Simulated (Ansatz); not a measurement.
Here is an Ansatz 0.2.0 calculation.

The input input.yaml:

```yaml
crystal:
  lattice:
    - [3.784322, 0.0, 0.0]
    - [0.0, 3.784322, 0.0]
    - [0.0, 0.0, 3.784322]
  atoms:
    - { symbol: Pb, position: [0.0, 0.0, 0.0] }
    - { symbol: Se, position: [0.5, 0.5, 0.5] }
hamiltonian:
  xc: pbe
  pseudopotentials: { kind: paw }
kpoints:
  mp_grid: { grid: [7, 7, 7] }
scf:
  occupations: { method: gaussian, width: 0.025 }
output:
  forces: true
  stress: true
  eigenvalues: true
```

Potentials or basis: Ansatz PAW.

Run with:

```console
$ ansatz run input.yaml --threads 2 --pin off --max-ram 5632MiB --backend cpu --events-out ev --progress --plain --runs-dir out
```

Task: What does it give for the pressure?

Result: -0.2 GPa.

Task: Estimate the band gap on the k mesh.

Result: None (metal or under the smearing width).

Spin-orbit coupling is left out, which matters for the levels of Pb.
